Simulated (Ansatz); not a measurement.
# CdO (Monteponite) (Fm-3m) in Ansatz: band structure with r2SCANh

Aim: the band structure of CdO (Monteponite) with r2SCANh.

Everything below comes from runs of Ansatz 0.2.0. Logs are shortened: lines on timing, memory, paths and dates and some standing lists are left out, and cuts for length are marked.

## Step 1: The crystal as given

It takes space group Fm-3m (No. 225, cubic). Conventional cell: a = 4.699 Å, b = 4.699 Å, c = 4.699 Å, α = 90.00°, β = 90.00°, γ = 90.00°. Cd (site symmetry m-3m) is surrounded by 6 O at 2.35 Å. O (site symmetry m-3m) is surrounded by 6 Cd at 2.35 Å.

## Step 2: Band structure, r2SCANh

File input.yaml:

```yaml
crystal:
  lattice:
    - [0.0, 2.3495, 2.3495]
    - [2.3495, 0.0, 2.3495]
    - [2.3495, 2.3495, 0.0]
  atoms:
    - { symbol: Cd, position: [0.0, 0.0, 0.0] }
    - { symbol: O, position: [0.5, 0.5, 0.5] }
hamiltonian:
  xc: r2scanh
  pseudopotentials: { kind: paw }
kpoints:
  mp_grid: { grid: [6, 6, 6] }
  band_path:
    path:
      - [[0.0, 0.0, 0.0], [0.5, 0.0, 0.5], [0.5, 0.25, 0.75], [0.375, 0.375, 0.75], [0.0, 0.0, 0.0], [0.5, 0.5, 0.5], [0.625, 0.25, 0.625], [0.5, 0.25, 0.75], [0.5, 0.5, 0.5], [0.375, 0.375, 0.75]]
      - [[0.625, 0.25, 0.625], [0.5, 0.0, 0.5]]
    npoints: 4
scf:
  occupations: { method: fermi_dirac, width: 0.05 }
  n_extra_bands: 6
output:
  forces: true
  stress: true
  eigenvalues: true
  fatbands: false
```

Potentials or basis: Ansatz PAW.

Run with:

```sh
ansatz run input.yaml --threads 2 --pin off --max-ram 5632MiB --backend cpu --events-out ev --progress --plain --runs-dir out
```

Log:

```text
Warning: output.stress: scf.convergence.dr2_threshold = 1e-7 eV (the SCF's general default) is looser than the 2e-10 eV advised for a printed stress (1e-10 eV for each atom of the cell: 2). What an SCF threshold leaves in a stress goes as its square root, and in the free energy as the threshold itself, and one threshold admits the most on a small cell: of the crystals measured, under no hybrid functional and no lock of the moments, on runs that ended without the residual-converged pass, on stresses that held no estimate of that error, the worst erred by over 100 MPa in a component at 1e-7 eV an atom and by under 5 at 1e-10. Set scf.convergence.dr2_threshold to 2e-10 eV or tighter. The threshold is an SCF's pass mark: one that does not reach it within its budget of iterations ends unconverged, or closes short of it on a stop that the run arms, and scf.convergence.dr2_threshold's page says what that costs each kind of run
Warning: output.stress: scf.exx.energy_threshold = 1e-6 eV is looser than the 2e-8 eV advised for a stress under a hybrid functional (1e-8 eV for each atom of the cell: 2). Every SCF of the exchange loop can meet its threshold on dr2 while the loop round them stops early: no threshold on dr2 bounds what that leaves in the stress. Set scf.exx.energy_threshold to 2e-8 eV or tighter. The threshold is the loop's pass mark: a loop that does not reach it within its budget of cycles ends unconverged, and scf.exx.energy_threshold's page has the law
Warning: RAYON_NUM_THREADS=2 ignored (pool sized by the plan → 2); use --threads N
scf.n_extra_bands = 6 over 13 filled bands (N_el = 26.0): the run solves 19 bands
Engine: ansatz 0.2.0, aarch64-unknown-linux-gnu
Pseudopotentials: kind: paw
Pseudopotential: Cd, paw, valence charge 20, recommended cutoff 500 eV (meta_gga), Cd.paw.azcp
Pseudopotential: O, paw, valence charge 6, recommended cutoff 500 eV (meta_gga), O.paw.azcp
Functional definition: r2SCANh
  parameter a = 0.1
  parameter k0 = 0.174
  parameter k1 = 0.065
  parameter a1 = 4.9479
  exchange = (1 - a)*r2scan_x(k0 = k0, k1 = k1, a1 = a1) + a*exact_x
  correlation = r2scan_c
Crystal: 2 atoms, lattice volume = 25.939 Å³
Basis set: ecut = 500 eV, 645 PW (Γ), exchange–correlation on 100×100×100 points (64 copies of the dense FFT grid, shifted against one another)
Bands: 19, of which v1, the nominal top of the filled ones, is band 13 counted from 1 (12 counted from 0)
Symmetry: 48 space group operations
Space group: Fm-3m (ITA 225), of the structure as read, at distance tolerance 3.0e-5 Å
k-points: 16 of 216
Non-local potential: Cd, projectors of the file, l = 0: 3, l = 1: 2, l = 2: 2, l = 3: 1
Non-local potential: O, projectors of the file, l = 0: 2, l = 1: 2, l = 2: 1
PAW form: soft (Blöchl's): semilocal exchange-correlation on the pseudo side does not see the compensation charge
PAW frozen core: Cd, regenerated for the run's functional, and the local potential with it (the file was generated under x = pbe(κ = 0.804, μ = 0.2195149727645171), c = pbe(β = 0.06672455060314922))
PAW frozen core: O, regenerated for the run's functional, and the local potential with it (the file was generated under x = pbe(κ = 0.804, μ = 0.2195149727645171), c = pbe(β = 0.06672455060314922))
PAW one-centre angular grid: Cd, 590 points (default); XC on 160 Gauss nodes
PAW one-centre angular grid: O, 302 points (default); XC on 160 Gauss nodes
Initial density: superposition of atomic densities (neutral atoms: chi_scale 0, normalization atom), corrected by the library's trained network
Initial wavefunctions: pseudopotential atomic-orbital guess
Functional: x = r2scan, c = r2scan; τ floored in thin density (d = 2e-4 eV/Å³), warm-up for x = 0.9 r2scan + 0.1 exact, c = r2scan; τ floored in thin density (d = 2e-4 eV/Å³)
SCF iter   1: F=—  HF=-8836.656482 eV  |F-HF|=—  |Δ(HF+E_count)|=         —  Δρ=1.17e-2  dr2=3.22e-2  dr2_τ=5.60e-2  ethr=1.77e-3  ⟨swp⟩=9.1  Hψ=1410  notcnv=0
[... 27 lines left out ...]
preconditioner: auto → none  [insulator: Δε(μ)=0.827 eV  Ē_g=20.807 eV  σ=0.050 eV  W_gap=1.00  n_scr=14 (ndim 8)  ℏωp=30.9 eV  f_vac=0.006  D(μ)=0.00/eV (n_scr^D=0)]
SCF iter   2: F=—  HF=-8836.352157 eV  |F-HF|=—  |Δ(HF+E_count)|=   2.26e-8  Δρ=1.72e-5  dr2=2.16e-8  dr2_τ=6.08e-9  ethr=3.00e-10  ⟨swp⟩=3.1  Hψ=584  notcnv=0  defer=2
SCF iter   3: F=-8836.352157 eV  HF=-8836.352157 eV  |F-HF|=6.15e-9  |Δ(HF+E_count)|=   1.20e-8  Δρ=6.68e-6  dr2=9.37e-9  dr2_τ=1.69e-9  ethr=8.27e-11  ⟨swp⟩=3.1  Hψ=589  notcnv=0  defer=2
SCF 3 converged in 3 iterations: F = -8836.352157 eV  dr2 = 9.37e-9
  Residual-converged pass: ⟨swp⟩=3.0  Hψ=560  notcnv=0  max |occ|·‖R‖ = 2.4e-6 eV (tolerance 2.4e-6 eV)  dr2=9.43e-9  dr2_τ=1.70e-9  dr2_onsite=6.40e-10  max |Δocc| = 5.8e-14
hybrid outer 2: dexx = +2.826e-9 eV, tail = 2.35e-8 eV, Δε = 3.30e-4 eV (about 8.45e-5 eV left of the loop's levels)
NSCF: frozen V_eff on 42 k-points
hybrid SCF converged: 2 outer / 8 inner (+9 warm-up), last move |dexx| = 2.83e-9 eV, tail = 2.35e-8 eV
Stability not checked: this state was not tested for a lower state beside it, because the functional holds exact exchange (a hybrid, or Hartree-Fock), whose exchange loop this test does not read (fock_operator; see scf.lower_state_search)
Free energy (F): -8836.352157 eV
Frozen-core exchange: fock
Harris-Foulkes:  -8836.352157 eV  (|F-HF|=6.15e-9)
Internal energy: -8836.352149 eV  (E = F + TS)
E sigma→0 (E₀):  -8836.352153 eV
Entropy (-TS):   -0.000008 eV (-0.004 meV/atom)
Fermi energy:    12.317566 eV
--- Per-component energies (eV) ---
  E_band       = -408.990767
  E_kinetic    = 682.524048
  E_local      = -3040.449007  (includes V_loc(G=0)·N_el)
  E_nonlocal   = 84.160652
  E_hartree    = 1411.560662
  E_xc         = -219.818736
  E_vxc        = -317.444347  (∫ρ·V_xc dr)
  E_exx        = -47.445127  (= α·E_x^exact, valence–valence)
  E_paw        = -4242.516444  (= ΣΔE_a)
  E_vpaw       = -566.674521  (= ΣTr[D̂ρ^β])
  E_aug_tail   = 0.001069  (compensation charges beyond the density's cutoff)
  E_vtau       = 20.659809  (kinetic-family band-sum trace: ∫τ·v_τ [+ j·A + Jᵃ·Aᵃ] dr)
  E_ewald      = -3463.600073
  E_core_change = -0.769193  (= ΣΔE_core)
  E_smearing   = -0.000008  (= −TS)
  E_closure    = 0.000001  (closes the sum)
  Σ components = -8836.352157   (vs F -8836.352157, Δ=0.00e0)
--- Forces (eV/Å), atoms counted from 1 ---
  atom   1  Cd    -0.00000000     0.00000000     0.00000000
  atom   2  O      0.00000000    -0.00000000     0.00000000
  max |Σ_I F_I| component: 1.68e-29 eV/Å
--- Stress (GPa, compression-positive) ---
       -0.671838      -0.000000      -0.000000
       -0.000000      -0.671838      -0.000000
       -0.000000       0.000000      -0.671838
  P = ⅓ Tr σ = -0.6718 GPa (-6.718 kbar)
--- Band table (eV; the first three rows and the last of 16) ---
  k-point 0: bands = ["-92.8567", "-52.6169", "-52.6169", "-52.6169", "-6.9583", "4.6049", "4.6049", "4.6049", "4.9052", "4.9052", "10.4648", "10.4648", "10.4648", "12.6688", "27.8651", "30.5661", "30.5661", "30.5661", "32.2367"]
  k-point 1: bands = ["-92.8564", "-52.6212", "-52.6175", "-52.6175", "-6.7806", "4.4874", "4.5674", "4.5674", "4.8136", "4.8136", "9.0402", "10.8274", "10.8274", "14.5544", "25.4736", "28.8660", "28.8660", "29.8745", "32.5693"]
  k-point 2: bands = ["-92.8559", "-52.6299", "-52.6189", "-52.6189", "-6.3998", "4.0553", "4.1780", "4.1780", "5.0209", "5.0209", "8.0390", "11.5096", "11.5096", "16.7833", "22.1927", "26.4762", "26.4762", "30.5400", "34.0859"]
  k-point 15: bands = ["-92.8552", "-52.6307", "-52.6260", "-52.6237", "-6.2699", "4.3042", "4.5922", "4.7923", "5.2814", "5.5035", "8.1969", "9.1529", "9.8721", "18.8189", "22.1609", "22.9644", "25.2400", "30.0456", "34.4961"]
```

Run time: 2.3 min. Hardware: 2 threads of Arm Neoverse V1, shared host; peak memory 1.1 GiB.

Results:

```yaml
Free_energy: -8836.3522 eV
Pressure: -0.7 GPa
Band_gap_on_the_k_mesh: 0.83 eV, indirect (least direct gap 2.20 eV)
Band_gap_along_the_path: 0.83 eV, indirect (least direct gap 2.20 eV)
```

Levels at the corners of the path, in eV from the valence-band top:
```
point  band 11  band 12  band 13  band 14  band 15  band 16
    Γ    -1.38    -1.38    -1.38     0.83    16.02    18.72
    X    -4.42    -2.39    -2.39     5.51    10.25    12.64
    W    -3.10    -3.10    -1.87     7.68    10.56    10.56
    K    -3.52    -2.94    -1.31     7.10    10.20    10.31
    Γ    -1.38    -1.38    -1.38     0.83    16.02    18.72
    L    -3.96     0.00     0.00     5.85     9.08    13.67
    U    -3.52    -2.94    -1.31     7.10    10.20    10.31
    W    -3.10    -3.10    -1.87     7.68    10.56    10.56
    L    -3.96     0.00     0.00     5.85     9.08    13.67
    K    -3.52    -2.94    -1.31     7.10    10.20    10.31
    U    -3.52    -2.94    -1.31     7.10    10.20    10.31
    X    -4.42    -2.39    -2.39     5.51    10.25    12.64
```

Caveat: the PAW data sets come from PBE, with cores solved anew for the run's functional, which leaves a small shift of forces and pressure; the thresholds are loose for stress.
